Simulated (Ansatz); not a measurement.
Input of an Ansatz 0.2.0 run:

File input.yaml:

```yaml
crystal:
  lattice:
    - [0.0, 1.9156, 1.9156]
    - [1.9156, 0.0, 1.9156]
    - [1.9156, 1.9156, 0.0]
  atoms:
    - { symbol: Ir, position: [0.0, 0.0, 0.0] }
kpoints:
  mp_grid: { grid: [7, 7, 7] }
scf:
  occupations: { method: fermi_dirac, width: 0.03 }
hamiltonian:
  xc: pbe
  pseudopotentials: { kind: all_electron, lapw: { basis_error: 0.003 } }
output:
  forces: true
  stress: true
  eigenvalues: true
```

Potentials or basis: all-electron LAPW, scalar-relativistic.

Run with:

```sh
$ ansatz run input.yaml --threads 1 --pin off --max-ram 2560MiB --backend cpu --events-out ev --progress --plain --runs-dir out
```

(1) Predict the band gap on the k mesh.

(2) Predict the pressure.

## Answers

(1) none (metal or under the smearing width).

(2) 10.3 GPa.

Caveat: the k mesh is coarse (spacing up to 0.41 Å⁻¹), so the values aren't converged.
